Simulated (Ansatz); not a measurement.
RuO2 (rutile)

```xyz
6
Lattice="4.4799 0.0000 0.0000 0.0000 4.4799 0.0000 0.0000 0.0000 3.1069" Properties=species:S:1:pos:R:3 pbc="T T T"
Ru     2.2400     2.2400     1.5535
Ru     0.0000     0.0000     0.0000
O      3.6078     3.6078     1.5535
O      1.3678     3.1121     0.0000
O      3.1121     1.3678     0.0000
O      0.8721     0.8721     1.5535
```

Two coordinates are scanned: the volume, and the ratio of the stretch along z (the conventional c axis) to the stretch across it. Atoms keep their fractional coordinates.

Level of theory: r2SCAN (plane waves to 500 eV, PAW, scalar-relativistic; Ansatz, an electronic-structure program). k mesh 11×11×15 (Γ-centred), Fermi-Dirac smearing 0.05 eV. E stands for the smeared free energy. Stress and pressure are positive under compression. As the atoms are clamped, bonds stretch with the cell, which overstates energies and stresses. With partly filled bands, the response to shear is sensitive to the k mesh, so small differences along c/a are uncertain. RuO2 is run without spin polarisation and with no Hubbard U. RuO2 was relaxed with its symmetry unable to fall. ΔE is measured from the relaxed starting cell.

ΔE (meV/atom), with V/V₀ across and (c/a)/(c/a)₀ down:

| (c/a)/(c/a)₀ \ V/V₀ | 0.920 | 0.960 | 1.000 | 1.040 | 1.080 |
|---|---|---|---|---|---|
| 0.880 | 233 | 151 | 111 | 103 | 122 |
| 0.940 | 122 | 56 | 29 | 34 | 64 |
| 1.000 | 70 | 16 | 0 | 14 | 52 |
| 1.060 | 86 | 38 | 27 | 45 | 87 |
| 1.120 | 162 | 114 | 103 | 120 | 161 |

σzz (GPa), with V/V₀ across and (c/a)/(c/a)₀ down:

| (c/a)/(c/a)₀ \ V/V₀ | 0.920 | 0.960 | 1.000 | 1.040 | 1.080 |
|---|---|---|---|---|---|
| 0.880 | 71.5 | 49.1 | 30.8 | 15.9 | 3.8 |
| 0.940 | 56.9 | 35.3 | 17.9 | 3.8 | -7.5 |
| 1.000 | 34.1 | 15.1 | 0.0 | -12.0 | -21.6 |
| 1.060 | 12.8 | -3.4 | -16.1 | -26.1 | -33.9 |
| 1.120 | -5.6 | -19.1 | -29.6 | -37.6 | -43.8 |

Key numbers:

Lowest place on the grid: V/V₀ = 1.000, (c/a)/(c/a)₀ = 1.000 (0 meV/atom). Highest place on the grid: V/V₀ = 0.920, (c/a)/(c/a)₀ = 0.880 (233 meV/atom).

The 25 points together took roughly 6 core-minutes.

(Under strain, the slope of the energy per volume gives the stress and its curvature an elastic modulus.)
